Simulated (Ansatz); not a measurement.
SnSe2:

```
Sn Se
1.0
     3.81100    0.00000    0.00000
    -1.90550    3.30042    0.00000
     0.00000    0.00000    6.13600
Sn Se
1 2
Direct
  0.00000 0.00000 0.00000
  0.66667 0.33333 0.75100
  0.33333 0.66667 0.24900
```

Base run:

- Program: Ansatz 0.2.0
- Functional: BLYP
- Potentials or basis: Ansatz PAW
- Cutoff: 420 eV (not typed: the program's choice for these potentials)
- k mesh: 8 × 8 × 5
- Occupations: fermi-dirac, width 0.05 eV
- Spin: no spin polarisation

Its results: band gap on the k mesh 0.80 eV, indirect (least direct gap 1.03 eV); pressure 9.6 GPa; largest force 1.055 eV/Å.

**Question.** The run is repeated on the same cell with these changes: functional from BLYP to SVWN5. What comes out?

**Answer.** Band gap on the k mesh 0.67 eV, indirect (least direct gap 0.88 eV); pressure 0.7 GPa; largest force 0.471 eV/Å.

SVWN5 binds more tightly than BLYP, so the same cell stands under less pressure.

Caveats: the k mesh misses the band edges, so the gap on the mesh is wider than the one along the path; spin-orbit coupling is left out, which moves the levels of the heavy elements; the PAW data sets come from PBE, with cores solved anew for the run's functional, which leaves a small shift of forces and pressure; this functional lacks dispersion, which binds the layers, so the pressure and a relaxed spacing across them are unreliable (some runs); forces of over 1 eV/Å show positions far from the minimum, so gaps and moduli don't describe the material at rest (some runs).
